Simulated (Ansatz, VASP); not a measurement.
One calculation of BN, two programs

```
CELL_PARAMETERS angstrom
2.51231 0.00000 0.00000
-1.25616 2.17572 0.00000
0.00000 0.00000 6.68333
ATOMIC_POSITIONS crystal
B 0.33333 0.66667 0.25000
B 0.66667 0.33333 0.75000
N 0.33333 0.66667 0.75000
N 0.66667 0.33333 0.25000
```

Change from the starting cell: volume scaled by 1.01, crystal datasets.

Alike in both runs: task electric field gradients; functional PBE; k mesh 11 × 11 × 4; occupations fermi-dirac, width 0.02 eV; no spin polarisation.

|  | VASP | Ansatz |
| --- | --- | --- |
| version | VASP 6.6.1 | Ansatz 0.2.0 |
| potentials or method | VASP PAW PBE potentials, release 64 (B, N), cutoff 520 eV | all-electron PAW with datasets made for the crystal, scalar-relativistic |

|  | VASP | Ansatz | Ansatz less VASP |
| --- | --- | --- | --- |
| gap on the k mesh at the Fermi level (eV) | 4.32 | 4.32 | 0.000 |
| pressure (GPa) | 1.0 | 0.9 | -0.10 |
| largest component of the traceless stress (GPa) | 1.60 | 1.86 | +0.257 |
| Vzz of the field gradient on the site that differs most (V/Å²) | 34.9 | 28.8 | -6.03 |

Ansatz ran all-electron here, so the differences hold the error of VASP's frozen core and of both bases.

Caveats: an odd mesh through Γ misses points on the zone boundary, where band edges often lie; this functional lacks dispersion, which binds the layers, so the pressure and a relaxed spacing across them are unreliable.
